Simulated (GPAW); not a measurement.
# GaN (P6_3mc) in GPAW: reference runs

Aim: a first look at GaN with PBE, on the cell as given.

Program: GPAW 26.7.0. These are calculated values, not measurements. Logs are shortened: lines on timing, memory, paths and dates and some standing lists are left out, and cuts for length are marked. The log counts tension as positive stress, the text compression.

**Measured values to compare with.**

From “Studying electronic properties in GaN without electrical contacts using γ-γ vs e−-γ Perturbed Angular Correlations”, 2019, pmc:6823545, for a bulk crystal of GaN: band gap 3.503 ± 0.005 eV (direct).

The results are compared with them further down.

## 1. Starting point

The structure is hexagonal, space group P6_3mc (No. 186). Conventional cell: a = 3.212 Å, b = 3.212 Å, c = 10.357 Å, α = 90.00°, β = 90.00°, γ = 120.00°. Ga (site symmetry 3m) has 4 N at 1.95 to 2.00 Å as nearest neighbours. Around Ga (site symmetry 3m) lie 3 N at 1.94 Å. Around N (site symmetry 3m) lie 4 Ga at 1.94 to 2.00 Å. N (site symmetry 3m) has 3 Ga at 1.95 Å as nearest neighbours.

The cell is a database's computed one.

## 2. Single point, PBE

The input, run.py:

```python
from ase import Atoms
from ase.dft.bandgap import bandgap
from ase.io import write
from ase.units import Bohr, GPa
from gpaw import GPAW, PW
from gpaw.elf import elf_from_dft_calculation

atoms = Atoms(['Ga', 'Ga', 'Ga', 'Ga', 'N', 'N', 'N', 'N'],
              cell=[[3.2115377864, 0.0, 0.0],
                    [-1.6057688932, 2.7812733083, 0.0],
                    [0.0, 0.0, 10.35684]],
              scaled_positions=[[0.0, 0.0, 0.785868],
                                [0.6666666667, 0.3333333333, 0.037349],
                                [0.3333333333, 0.6666666667, 0.537349],
                                [0.0, 0.0, 0.285868],
                                [0.0, 0.0, 0.093038],
                                [0.6666666667, 0.3333333333, 0.343745],
                                [0.0, 0.0, 0.593038],
                                [0.3333333333, 0.6666666667, 0.843745]],
              pbc=True)

calc = GPAW(mode=PW(800),
            xc='PBE',
            kpts={'size': (10, 10, 3), 'gamma': True},
            occupations={'name': 'fermi-dirac', 'width': 0.05},
            nbands=32,
            convergence={'density': 1e-05, 'energy': 1e-05},
            maxiter=150,
            txt='gpaw.txt')
atoms.calc = calc
energy = atoms.get_potential_energy()
forces = atoms.get_forces()
stress = atoms.get_stress()
calc.write('gs.gpw')
write('result.traj', atoms)
print(f'Energy: {energy:.6f} eV')
print('Forces (eV/A):')
print(forces.round(4))
print('Stress (GPa):', (stress / GPa).round(3))
print('Fermi level:', round(calc.get_fermi_level(), 4), 'eV')
print(f'Gap: {bandgap(calc)[0]:.4f} eV, direct: {bandgap(calc, direct=True)[0]:.4f} eV')

# fields on the real-space grid
write('density.cube', atoms, data=calc.get_pseudo_density() * Bohr**3)
write('potential.cube', atoms, data=calc.get_electrostatic_potential())
write('elf.cube', atoms, data=elf_from_dft_calculation(calc).data)
```

Potentials or basis: GPAW PAW data sets (gpaw-data 1.2.1), pw.

Command:

```bash
$ OMP_NUM_THREADS=1 python run.py
```

gpaw.txt:

```text
__  _  _
 | _ |_)|_||  |
 |__||  | ||/\| - 26.7.0

Input parameters:
  mode=PW(ecut=800.0),
  convergence={'density': 1e-05, 'energy': 1e-05},
  kpts=MonkhorstPack(size=(10, 10, 3), gamma=True),
  maxiter=150,
  nbands=32,
  occupations=Occupations(name='fermi-dirac', width=0.05),
  xc=XC(name='PBE')

Diagonalizing LCAO Hamiltonian
Converting LCAO to pw mode

         N

       Ga

       N Ga

            N
       Ga

       N    Ga

Atoms  # Å, Bohr magnetons
|   | symbol |         x |        y |        z |    initial magnetic moments |
|---|--------|-----------|----------|----------|-----------------------------|
| 0 |     Ga |  0.000000 | 0.000000 | 8.139109 | ( 0.0000,  0.0000,  0.0000) |
| 1 |     Ga |  1.605769 | 0.927091 | 0.386818 | ( 0.0000,  0.0000,  0.0000) |
| 2 |     Ga | -0.000000 | 1.854182 | 5.565238 | ( 0.0000,  0.0000,  0.0000) |
| 3 |     Ga |  0.000000 | 0.000000 | 2.960689 | ( 0.0000,  0.0000,  0.0000) |
| 4 |      N |  0.000000 | 0.000000 | 0.963580 | ( 0.0000,  0.0000,  0.0000) |
| 5 |      N |  1.605769 | 0.927091 | 3.560112 | ( 0.0000,  0.0000,  0.0000) |
| 6 |      N |  0.000000 | 0.000000 | 6.142000 | ( 0.0000,  0.0000,  0.0000) |
| 7 |      N | -0.000000 | 1.854182 | 8.738532 | ( 0.0000,  0.0000,  0.0000) |

Unit cell  # Å
| periodic |         x |        y |         z |   lengths |     angles |
|----------|-----------|----------|-----------|-----------|------------|
|      yes |  3.211538 | 0.000000 |  0.000000 |  3.211538 |  90.000000 |
|      yes | -1.605769 | 2.781273 |  0.000000 |  3.211538 |  90.000000 |
|      yes |  0.000000 | 0.000000 | 10.356840 | 10.356840 | 120.000000 |

Number of symmetries: 6
Symmetry operations  # r_c * U_cc + t_c -> r_c
|   | kind |            matrix            |
|---|------|------------------------------|
| 0 |  σ   |  1, 1, 0,  0,-1, 0,  0, 0, 1 |
| 1 |  E   |  1, 0, 0,  0, 1, 0,  0, 0, 1 |
| 2 |  C3  |  0, 1, 0, -1,-1, 0,  0, 0, 1 |
| 3 |  σ   |  0,-1, 0, -1, 0, 0,  0, 0, 1 |
| 4 |  σ   | -1, 0, 0,  1, 1, 0,  0, 0, 1 |
| 5 |  C3  | -1,-1, 0,  1, 0, 0,  0, 0, 1 |

BZ-sampling:
  Number of BZ points: 300
  Number of IBZ points: 36

  Monkhorst-Pack size: [10, 10, 3]
  Monkhorst-Pack shift: [0.05, 0.05, 0.0]

K-points  # in reciprocal-cell coordinates
|     |                                coordinates |     weight |
|-----|--------------------------------------------|------------|
|   0 | (  0.00000000,   0.00000000,   0.00000000) | 0.00333333 |
|   1 | (  0.00000000,   0.00000000,   0.33333333) | 0.00666667 |
|   2 | (  0.10000000,   0.00000000,  -0.33333333) | 0.02000000 |
|   3 | (  0.10000000,   0.00000000,   0.00000000) | 0.02000000 |
|   4 | (  0.10000000,   0.00000000,   0.33333333) | 0.02000000 |
|   5 | (  0.20000000,  -0.10000000,   0.00000000) | 0.02000000 |
|   6 | (  0.20000000,  -0.10000000,   0.33333333) | 0.04000000 |
|   7 | (  0.20000000,   0.00000000,  -0.33333333) | 0.02000000 |
|   8 | (  0.20000000,   0.00000000,   0.00000000) | 0.02000000 |
|   9 | (  0.20000000,   0.00000000,   0.33333333) | 0.02000000 |
| ... |                                            |            |
|  35 | (  0.50000000,   0.50000000,   0.33333333) | 0.02000000 |

Plane wave coefficients: 4812
Cutoff: 800.0 eV

Spin-components: 1 (collinear spins)
Bands:           32
Projectors:      40
Spin-degeneracy: 2
Datatype:        complex128

Parallelization:
  kpt:    1
  domain: 1
  band:   1

Density:
  Valence electrons: 32.0
  Components: 1
  Grid points: [21 21 70]
  Charge: 0.0  # |e|

Potential:
  Grid points: [21 21 70]

species:
  Ga:
    name:    Gallium
    Z:       31.0
    valence: 3
    core:    28
    charge:  0.0  # [|e|]
    compensation charges:
      type: gauss
      rc: 0.37  # [Å]
      lmax: 2
    cutoffs:
      filter: 2.06  # [Å]
      core: 4.17  # [Å]
    projectors
    | kind |    occ | energy [eV] | rcut [Å] |
    |------|--------|-------------|----------|
    |   4s |  2.000 |      -8.945 |    1.164 |
    |   4p |  1.000 |      -2.580 |    1.164 |
    |    s |        |      18.266 |    1.164 |
    |    p |        |      24.631 |    1.164 |
    |    d |        |       0.000 |    1.164 |

    Using partial waves for Ga as LCAO basis

  N:
    name:    Nitrogen
    Z:       7.0
    valence: 5
    core:    2
    charge:  0.0  # [|e|]
    compensation charges:
      type: gauss
      rc: 0.18  # [Å]
      lmax: 2
    cutoffs:
      filter: 1.11  # [Å]
      core: 0.96  # [Å]
    projectors
    | kind |    occ | energy [eV] | rcut [Å] |
    |------|--------|-------------|----------|
    |   2s |  2.000 |     -18.583 |    0.603 |
    |   2p |  3.000 |      -7.089 |    0.529 |
    |    s |        |       8.629 |    0.603 |
    |    p |        |      20.123 |    0.529 |
    |    d |        |       0.000 |    0.577 |

    Using partial waves for N as LCAO basis

Reference energy: -217465.572133  # eV

eigensolver:
  PPCG
  Converge bands: occupied
  niter=2

density mixing:
  MSR1-Mixer
  Pratt-step length: 0.05
  Maximum mixing coefficient: 0.75
  Old densities: 10
  SVD Regularization: 0.005
  Good broyden scale: 1.0
  Trust region scale: 1.0
  Backstep threshold: 4.0
  History deletion threshold: 6.0
  Fourier metric: weight=20.0, sigma=0.015

occupation numbers:
  Fermi-Dirac:
    width: 0.0500  # eV

poisson solver:
  ecut: 6400.0  # eV

xc functional:
  name: PBE with 2 nearest neighbor stencil

convergence criteria:
[... 6 lines left out ...]
|iter     | |      energy | eigst |  dens |
|---------|-|-------------|-------|-------|
|iter:   1| |  -53.579768 | -0.16 |       |
|iter:   2| |  -51.561055 | -1.73 | -0.56 |
|iter:   3| |  -46.239461 | -0.52 | -0.62 |
|iter:   4| |  -46.227013 | -2.76 | -1.28 |
|iter:   5| |  -46.226741 | -3.41 | -1.55 |
|iter:   6| |  -46.226060 | -4.19 | -2.56 |
|iter:   7| |  -46.225990 | -5.27 | -2.92 |
|iter:   8| |  -46.226013c| -6.22 | -3.22 |
|iter:   9| |  -46.226014c| -7.20 | -3.82 |
|iter:  10| |  -46.226014c| -7.59c| -4.49 |
|iter:  11| |  -46.226014c| -8.37c| -5.13c|

Converged in 11 steps
Energy contributions relative to reference atoms: (reference = -217465.572133)

Energy contributions:
  Kinetic:         107.463175
  Coulomb:         -93.720895
  Zero:              0.585714
  External:          0.000000
  Xc:              -60.554006
  Entropy:          -0.000002
  Spinorbit:         0.000000
  ----------------------------
  Free energy:     -46.226015
  Extrapolated:    -46.226014

dipole moment: (-16.075612, -27.843777, -14.781198)  # |e|*Ang

Fermi level: 7.277
Eigenvalues  # (at kpt = [0.000, 0.000, 0.000])
| band index |      eig [eV] | occ [0-2] |
|------------|---------------|-----------|
|          0 |        -9.385 |     2.000 |
|        ... |               |           |
|          8 |         5.349 |     2.000 |
|          9 |         5.403 |     2.000 |
|         10 |         5.403 |     2.000 |
|         11 |         6.191 |     2.000 |
|         12 |         6.191 |     2.000 |
|         13 |         6.236 |     2.000 |
[... 8 lines left out ...]
|         22 |        15.343 |     0.000 |
|         23 |        15.459 |     0.000 |
|        ... |               |           |
|         31 |        17.945 |     0.000 |

Gap: 0.864 eV
Transition (v -> c):
  (s=0, k=0, n=15, [0.00, 0.00, 0.00]) -> (s=0, k=0, n=16, [0.00, 0.00, 0.00])
No difference between direct/indirect transitions

Forces  # eV/Ang
|        x |        y |        z |
|----------|----------|----------|
|  0.00000 |  0.00000 | -0.08251 |  # Ga   0
|  0.00000 | -0.00000 | -0.58126 |  # Ga   1
| -0.00000 |  0.00000 | -0.58126 |  # Ga   2
| -0.00000 |  0.00000 | -0.08251 |  # Ga   3
| -0.00000 |  0.00000 | -0.13866 |  # N    4
| -0.00000 |  0.00000 |  0.80183 |  # N    5
|  0.00000 |  0.00000 | -0.13866 |  # N    6
|  0.00000 | -0.00000 |  0.80182 |  # N    7

Stress tensor  # eV/Ang^3
|         x |         y |         z |
|-----------|-----------|-----------|
| -0.029440 |  0.000000 |  0.000000 |
|  0.000000 | -0.029440 |  0.000000 |
|  0.000000 |  0.000000 | -0.048305 |

# Writing to gs.gpw (mode='')
```

Wall time 1.9 min (1 thread of Arm Neoverse V2, shared host); peak memory 0.31 GiB.

Results:

* Free energy: -46.2260 eV
* Pressure: 5.7 GPa
* Largest force: 0.802 eV/Å
* Band gap on the k mesh: 0.86 eV, direct

Forces in eV/Å, atoms in the order of the input:
```
Ga   0.000  0.000 -0.083
Ga   0.000  0.000 -0.581
Ga   0.000  0.000 -0.581
Ga   0.000  0.000 -0.083
N    0.000  0.000 -0.139
N    0.000  0.000  0.802
N    0.000  0.000 -0.139
N    0.000  0.000  0.802
```

## 3. Comparison with measurements

Step 2. A measured gap of GaN is 3.503 eV (direct; quoted in “Studying electronic properties in GaN without electrical contacts using γ-γ vs e−-γ Perturbed Angular Correlations”, 2019, pmc:6823545); the calculated 0.86 eV misses it by -2.64 eV. So large a miss can be the level of theory's own, or it may mean another phase, state or a wrong row. Spin-orbit coupling on Ga is left out. The value is that of PBE, without temperature or zero-point motion. Semilocal functionals fall short of measured gaps as a rule. The cell is a database's relaxed one, not the measured one, which moves gaps too.
